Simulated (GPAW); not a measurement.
The system is Ba.

```
Ba
1.0
     4.31161    0.00000    0.00000
    -2.15581    3.73397    0.00000
     0.00000    0.00000    3.91341
Ba
1
Direct
  0.00000 0.00000 0.00000
```

This isn't the form of Ba at room conditions, which is bcc.

Base run:

- Program: GPAW 26.7.0
- Functional: PBEsol
- Potentials or basis: PAW data sets generated in the run's folder for this functional
- Cutoff: 600 eV
- Basis: pw
- k mesh: 7 × 7 × 7
- Occupations: gaussian, width 0.02 eV
- Spin: no spin polarisation

Its results: band gap on the k mesh none (metal or under the smearing width); pressure -0.8 GPa.

The run is repeated on the same cell with these changes: functional from PBEsol to LDA; potentials or basis from PAW data sets generated in the run's folder for this functional to the program's PAW data sets (release 1.2.1) made for this functional. What comes out?

Band gap on the k mesh none (metal or under the smearing width); pressure -1.4 GPa.

Not every run made on this cell is shown here.
